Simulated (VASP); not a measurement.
SrO in VASP 6.6.1, single-point calculation

INCAR

```
NBANDS = 15
LREAL = Auto
NSW = 0
SIGMA = 0.01
IBRION = -1
NELM = 65
ISIF = 2
ENCUT = 600
EDIFF = 1E-7
LCHARG = .FALSE.
ALGO = Normal
METAGGA = R2SCAN
ISMEAR = 0
PREC = Accurate
LASPH = .TRUE.
LWAVE = .FALSE.
```

KPOINTS

```
KPOINTS created by Atomic Simulation Environment
0
Gamma
8 8 8
0 0 0
```

POSCAR

```
Sr O
 1.0000000000000000
     0.0000000000000000    2.6830880188999999    2.6830880188999999
     2.6830880188999999    0.0000000000000000    2.6830880188999999
     2.6830880188999999    2.6830880188999999    0.0000000000000000
 Sr  O
   1   1
Cartesian
  0.0000000000000000  0.0000000000000000  0.0000000000000000
  2.6830880188999999  2.6830880188999999  2.6830880188999999
```

The recommended PBE PAW datasets give the neutral cell 16 valence electrons.

Command

```
mpirun -np 1 vasp_std
```

OSZICAR

```
N       E                     dE             d eps       ncg     rms          rms(c)
DAV:   1     0.576645987090E+02    0.57665E+02   -0.91844E+03   870   0.118E+03
DAV:   2    -0.305285788594E+02   -0.88193E+02   -0.80964E+02  1222   0.237E+02
DAV:   3    -0.344904256255E+02   -0.39618E+01   -0.39370E+01  1185   0.450E+01
DAV:   4    -0.345839206477E+02   -0.93495E-01   -0.93484E-01  1023   0.685E+00
DAV:   5    -0.345861821283E+02   -0.22615E-02   -0.22615E-02  1097   0.867E-01    0.126E+01
DAV:   6    -0.267824942351E+02    0.78037E+01   -0.48149E+00  1206   0.161E+01    0.121E+01
DAV:   7    -0.269200308082E+02   -0.13754E+00   -0.15160E-01   877   0.351E+00    0.688E+00
DAV:   8    -0.269455722310E+02   -0.25541E-01   -0.10165E-01   884   0.336E+00    0.637E-01
DAV:   9    -0.269456729993E+02   -0.10077E-03   -0.12450E-02  1087   0.106E+00    0.236E-01
DAV:  10    -0.269458437562E+02   -0.17076E-03   -0.18057E-03   940   0.439E-01    0.113E-01
DAV:  11    -0.269459236522E+02   -0.79896E-04   -0.64680E-04   870   0.234E-01    0.442E-02
DAV:  12    -0.269459329913E+02   -0.93390E-05   -0.59100E-05  1122   0.581E-02    0.242E-02
DAV:  13    -0.269459267985E+02    0.61928E-05   -0.75352E-06  1031   0.252E-02    0.121E-02
DAV:  14    -0.269459257962E+02    0.10022E-05   -0.20463E-06  1101   0.122E-02    0.330E-03
DAV:  15    -0.269459255371E+02    0.25912E-06   -0.67987E-07   968   0.722E-03    0.161E-03
DAV:  16    -0.269459255039E+02    0.33218E-07   -0.47990E-08   449   0.196E-03
   1 F= -.26945926E+02 E0= -.26945926E+02  d E =-.621151E-50
```

From OUTCAR

```
k-points           NKPTS =     29   k-points in BZ     NKDIM =     29   number of bands    NBANDS=     15

   NELECT =      16.0000    total number of electrons

   dimension x,y,z NGX =    30 NGY =   30 NGZ =   30
   dimension x,y,z NGXF=    60 NGYF=   60 NGZF=   60

  energy-cutoff  :      600.00
  volume of cell :       38.63
      direct lattice vectors                 reciprocal lattice vectors
     0.000000000  2.683088019  2.683088019    -0.186352440  0.186352440  0.186352440
     2.683088019  0.000000000  2.683088019     0.186352440 -0.186352440  0.186352440
     2.683088019  2.683088019  0.000000000     0.186352440  0.186352440 -0.186352440

 k-points in reciprocal lattice and weights: KPOINTS created by Atomic Simulation Env
   0.00000000  0.00000000  0.00000000       0.002
   0.12500000  0.00000000  0.00000000       0.016
   0.25000000  0.00000000  0.00000000       0.016
   0.37500000  0.00000000  0.00000000       0.016
   0.50000000  0.00000000  0.00000000       0.008
   0.12500000  0.12500000  0.00000000       0.012
   0.25000000  0.12500000  0.00000000       0.047
   0.37500000  0.12500000  0.00000000       0.047
   ...

 E-fermi :   0.8971

 k-point     1 :       0.0000    0.0000    0.0000
  band No.  band energies     occupation
      1     -33.1800      2.00000
      2     -15.0794      2.00000
      3     -14.3074      2.00000
      4     -14.3074      2.00000
      5     -14.3074      2.00000
      6       0.7945      2.00000
      7       0.7945      2.00000
      8       0.7945      2.00000
      9       4.5631      0.00000
     10       7.2578      0.00000
     11       7.2578      0.00000
     12       7.2578      0.00000
     13       9.3023      0.00000
     14       9.3023      0.00000
     15      13.4205      0.00000

 k-point     2 :       0.1250    0.0000    0.0000
  band No.  band energies     occupation
      1     -33.1688      2.00000
      2     -15.3780      2.00000
      3     -14.3158      2.00000
      4     -14.3158      2.00000
      5     -14.0390      2.00000
      6       0.4008      2.00000
      7       0.6421      2.00000
      8       0.6421      2.00000
      9       5.2013      0.00000
     10       7.1022      0.00000
     11       7.5273      0.00000
     12       7.5273      0.00000
     13       9.6350      0.00000
     14       9.6350      0.00000
     15      14.3089      0.00000

 k-point     3 :       0.2500    0.0000    0.0000
  band No.  band energies     occupation
      1     -33.1414      2.00000
      2     -15.8252      2.00000
      3     -14.3360      2.00000
      4     -14.3360      2.00000
      5     -13.6646      2.00000
      6      -0.3179      2.00000
      7       0.3063      2.00000
      8       0.3063      2.00000
      9       6.5815      0.00000
     10       7.0344      0.00000
     11       8.2540      0.00000
     12       8.2540      0.00000
     13      10.4820      0.00000
     14      10.4820      0.00000
     15      15.9861      0.00000

 ...

  Total       -1.9825306     -1.9825306     -1.9825306      0.0000000     -0.0000000      0.0000000
  in kB      -82.2234553    -82.2234553    -82.2234553      0.0000000     -0.0000000      0.0000000
  external PRESSURE =     -82.2234553 kB  Pullay stress =       0.0000000 kB

 POSITION                                       TOTAL-FORCE (eV/Angst)
 -----------------------------------------------------------------------------------
      0.00000      0.00000      0.00000         0.000000      0.000000      0.000000
      2.68309      2.68309      2.68309         0.000000     -0.000000     -0.000000
 -----------------------------------------------------------------------------------
    total drift:                                0.000000      0.000000      0.000000

  FREE ENERGIE OF THE ION-ELECTRON SYSTEM (eV)
  ---------------------------------------------------
  free  energy   TOTEN  =       -26.9459255039 eV

  energy  without entropy=      -26.9459255039  energy(sigma->0) =      -26.94592550
```

It converged. Results: gap between bands v and c on the k mesh 3.77 eV; least direct gap on the k mesh 3.77 eV; pressure -8.2 GPa. Band v is the last that the valence electrons fill when counted band by band, and c is the next.

For comparison, a separate r²SCAN run of the intended cell, on usual settings and not on those above, gives a gap of 3.77 eV on its mesh and a pressure of -8.2 GPa.

The run above took about 73 s on one core of a shared host (Intel Xeon Platinum 8488C) and held 0.17 GiB at most.
